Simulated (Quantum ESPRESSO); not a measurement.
**ZnS (Wurtzite-2H) under changes of volume**

One of the cells (19.603 Å³/atom); the others are scaled copies at fixed shape and fractional positions:

```xyz
4
Lattice="3.8110 0.0000 0.0000 -1.9055 3.3004 0.0000 0.0000 0.0000 6.2340" Properties=species:S:1:pos:R:3 pbc="T T T"
Zn    1.9055    1.1001    3.1170
Zn    0.0000    2.2003    0.0000
S     1.9055    1.1001    5.5171
S     0.0000    2.2003    2.4001
```

* Program: Quantum ESPRESSO 7.5
* Functional: PBEsol
* Potentials or basis: GBRV 1.5 PBEsol
* Cutoff: 762 eV
* Density cutoff: 6095 eV
* k mesh: 8 × 8 × 5
* Occupations: fermi-dirac, width 0.05 eV
* Spin: no spin polarisation

```csv
volume (Å³/atom),energy over the lowest point (meV/atom),pressure (GPa),gap on the mesh (eV)
18.427,10.37,3.9,2.39
18.819,2.96,2.0,2.30
19.211,0.00,0.3,2.20
19.603,?,?,?
19.995,5.63,-2.6,2.02
20.387,13.42,-3.9,1.93
20.779,24.08,-5.0,1.84
```

Problem. What does the run at 19.603 Å³/atom give?

Solution. Energy over the lowest point 1.03 meV/atom; pressure -1.2 GPa; gap on the mesh 2.11 eV.

Worked out: A Birch-Murnaghan fit of order 3 (a polynomial in V^(-2/3)) to the other rows has its minimum at 19.30 Å³/atom with B0 = V·E''(V) = 78 GPa and B' = 4.4 at fixed shape and positions, which overstates the stiffness. It gives 1.03 meV/atom at 19.603 Å³/atom, against the run's 1.03, and -dE/dV = -1.2 GPa, against -1.2. A straight line through the other rows of the gap, of slope -4.59 eV per unit of ln V (its deformation potential), gives 2.11 eV, against the run's 2.11.

Energies are extrapolated to zero smearing.
